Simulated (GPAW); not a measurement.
Wanted: an ASE script for a GPAW 26.7.0 run.

```
Task                : single point
Functional          : PBEsol
Potentials or basis : PAW data sets generated in the run's folder for this functional
Cutoff              : 600 eV
Basis               : pw
k mesh              : 10 × 10 × 3
Occupations         : fermi-dirac, width 0.05 eV
Spin                : no spin polarisation
Maxiter             : 150
```

Ti3Al:

```
Ti Al
1.0
     2.92754    0.00000    0.00000
    -1.46377    2.53533    0.00000
     0.00000    0.00000    9.22636
Ti Al
3 1
Direct
  0.33333 0.66667 0.24941
  0.33333 0.66667 0.75059
  0.66667 0.33333 0.00000
  0.66667 0.33333 0.50000
```

The cell comes from a database or a generator and needn't be the stable form of this composition.

These files were run (other wordings do the same):

run.py

```python
from ase import Atoms
from ase.dft.bandgap import bandgap
from ase.io import write
from ase.units import GPa
from gpaw import GPAW, PW, setup_paths

setup_paths.insert(0, '.')

atoms = Atoms(['Ti', 'Ti', 'Ti', 'Al'],
              cell=[[2.9275422229, 0.0, 0.0],
                    [-1.4637711114, 2.5353259357, 0.0],
                    [0.0, 0.0, 9.226362]],
              scaled_positions=[[0.3333333333, 0.6666666667, 0.249406],
                                [0.3333333333, 0.6666666667, 0.750594],
                                [0.6666666667, 0.3333333333, 0.0],
                                [0.6666666667, 0.3333333333, 0.5]],
              pbc=True)

calc = GPAW(mode=PW(600),
            xc='PBEsol',
            kpts={'size': (10, 10, 3), 'gamma': True},
            occupations={'name': 'fermi-dirac', 'width': 0.05},
            nbands=37,
            convergence={'density': 1e-05, 'energy': 1e-05},
            maxiter=150,
            txt='gpaw.txt')
atoms.calc = calc
energy = atoms.get_potential_energy()
forces = atoms.get_forces()
stress = atoms.get_stress()
calc.write('gs.gpw')
write('result.traj', atoms)
print(f'Energy: {energy:.6f} eV')
print('Forces (eV/A):')
print(forces.round(4))
print('Stress (GPa):', (stress / GPa).round(3))
print('Fermi level:', round(calc.get_fermi_level(), 4), 'eV')
print(f'Gap: {bandgap(calc)[0]:.4f} eV, direct: {bandgap(calc, direct=True)[0]:.4f} eV')
```

Potentials or basis: PAW data sets generated in the run's folder for this functional, pw.

Command:

```sh
$ gpaw-setup -f PBEsol Al Ti
$ OMP_NUM_THREADS=1 python run.py
```

Results of the run:

| Quantity | Value |
| --- | --- |
| Pressure | -3.7 GPa |
| Largest force | 0.076 eV/Å |
| Band gap on the k mesh | none (metal or under the smearing width) |

Wall time 82 s on 1 thread of Arm Neoverse V1, on a shared host, peak memory 0.21 GiB.
